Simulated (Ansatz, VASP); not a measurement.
Cs in VASP and in Ansatz

```
Cs
1.0
     0.00000    2.78455    2.78455
     2.78455    0.00000    2.78455
     2.78455    2.78455    0.00000
Cs
1
Direct
  0.00000 0.00000 0.00000
```

Change from the starting cell: volume scaled by 0.45, LAPW.

Alike in both runs: task single point; functional LDA; k mesh 10 × 10 × 10; occupations fermi-dirac, width 0.1 eV; no spin polarisation.

```csv
,VASP,Ansatz
version,VASP 6.6.1,Ansatz 0.2.0
potentials or method,"VASP PAW LDA potentials, release 64 (Cs_sv), cutoff 520 eV","all-electron LAPW, scalar-relativistic"
```

```tsv
	VASP	Ansatz	Ansatz less VASP
pressure (GPa)	4.6	4.6	-0.04
```

Ansatz ran all-electron here, so the differences hold the error of VASP's frozen core and of both bases.

The runs have no spin-orbit coupling, so splittings on Cs are missing.
